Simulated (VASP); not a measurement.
Crystal: Si.

```xyz
2
Lattice="4.1209 0.0000 0.0000 -2.0605 3.5688 0.0000 0.0000 0.0000 2.6548" Properties=species:S:1:pos:R:3 pbc="T T T"
Si    0.0000    2.3792    1.3274
Si    2.0605    1.1896    1.3274
```

The cell was built by a generator and needn't be a form met in nature.

| Quantity | Value |
| --- | --- |
| Program | VASP 6.6.1 |
| Task | relaxation of cell and atoms |
| Functional | PBEsol |
| Dispersion | D3(BJ) |
| Potentials or basis | VASP PAW PBE potentials, release 64 (Si) |
| Cutoff | 600 eV |
| k mesh | 8 × 8 × 10 |
| Occupations | fermi-dirac, width 0.05 eV |
| Spin | no spin polarisation |

At the start: pressure -4.1 GPa; volume 19.52 Å³/atom.

Q: Where does the relaxation end?

A: Over 7 steps the energy falls by 12.6 meV/atom and the volume is 18.59 Å³/atom (-4.8 %); space group P6/mmm (No. 191, to 0.05 Å).

Step by step:
| step | energy change (eV) | largest force (eV/Å) | pressure (GPa) | volume (Å³) |
| --- | --- | --- | --- | --- |
| 1 | 0.0000 | 0.0005 | -4.06 | 39.04 |
| 2 | -0.0189 | 0.0004 | 2.35 | 36.31 |
| 3 | -0.0251 | 0.0001 | 0.03 | 37.18 |
| 4 | -0.0251 | 0.0000 | -0.06 | 37.22 |
| 5 | -0.0251 | 0.0000 | -0.09 | 37.23 |
| 6 | -0.0251 | 0.0000 | -0.08 | 37.22 |
| 7 | -0.0251 | 0.0001 | 0.03 | 37.18 |

Final structure:
```
Si
1.0
     4.06214    0.00005    0.00000
    -2.03103    3.51795    0.00000
     0.00000    0.00000    2.60158
Si
2
Direct
  0.33333 0.66667 0.50000
  0.66667 0.33333 0.50000
```

Caveat: the PAW data sets were made with another functional, which shifts forces and pressure a little; pairwise dispersion overbinds metals, which lowers pressure and volume.
